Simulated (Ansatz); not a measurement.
## BN (wurtzite) under strain

BN built on the wurtzite prototype, relaxed with r2SCAN in Ansatz 0.2.0. It is hexagonal, P6_3mc (No. 186); conventional cell a = 2.544 Å, c = 4.208 Å, 5.90 Å³ an atom. B has 4 N at 1.56–1.58 Å; N has 4 B at 1.56–1.58 Å.

The axes x, y and z are those of this cell:
```yaml
crystal:
  lattice:
    - [2.54395, 0.00000, 0.00000]
    - [-1.27197, 2.20313, 0.00000]
    - [0.00000, 0.00000, 4.20782]
  atoms:
    - { symbol: B, position: [0.33333, 0.66667, 0.00020] }
    - { symbol: B, position: [0.66667, 0.33333, 0.50020] }
    - { symbol: N, position: [0.33333, 0.66667, 0.37480] }
    - { symbol: N, position: [0.66667, 0.33333, 0.87480] }
```

Unstrained: PBE gives an indirect gap of 5.207 eV, from Γ to K; the least direct gap is 8.298 eV at Γ–M (0.20 of the way from Γ). r2SCAN gives an indirect gap of 5.752 eV, from Γ to K; the least direct gap is 9.001 eV at Γ–M (0.20 of the way from Γ). HSE06 gives an indirect gap of 6.530 eV, from Γ to K; the least direct gap is 9.956 eV at Γ–M (0.22 of the way from Γ). Meshes: PBE 12×12×6, r2SCAN 12×12×6, HSE06 9×9×4. Strains are changes of length per length, and xy shears are angles. After each strain the atoms were relaxed again with r2SCAN within the symmetry that the strain leaves, so tilts or polar shifts that break it weren't tested; points keep the names that they have in the unstrained zone. Spin-unpolarised throughout; all numbers are computed.

Changes of the least gap in eV (an overlap counts as a negative gap):
```csv
strain,volume change (%),space group,PBE,r2SCAN,HSE06,"energy rise, r2SCAN (meV/atom)"
isotropic -0.5 % on every length,-1.5,P6_3mc,-0.030,-0.027,-0.029,1.6
"xy shear, engineering strain (angle) +2.0 %",0.0,P2_1,-0.074,-0.076,-0.071,3.1
```

Isotropic -0.5 % on every length. HSE06: the gap goes from 6.530 to 6.501 eV (-0.029 eV); with r2SCAN the top three valence levels at Γ, grouped 2+1 from the top over 271 meV, become 2+1 over 283 meV. Stress change with r2SCAN, compression positive: xx +6.03, yy +6.03, zz +6.10 GPa. For HSE06, dE_g/d ln V = 1.9 eV over this step.

Xy shear, engineering strain (angle) +2.0 %. HSE06: the gap goes from 6.530 to 6.459 eV (-0.071 eV); with r2SCAN the top three valence levels at Γ, grouped 2+1 from the top over 271 meV, become 1+1+1 over 347 meV. Stress change with r2SCAN, compression positive: xx +0.08, yy +0.27, zz -0.02, xy -8.42 GPa.

The meshes of the hybrids are coarse, so their gaps aren't converged to the digits shown.

The splittings at Γ are without spin-orbit coupling, which regroups them where it is of like size or larger.
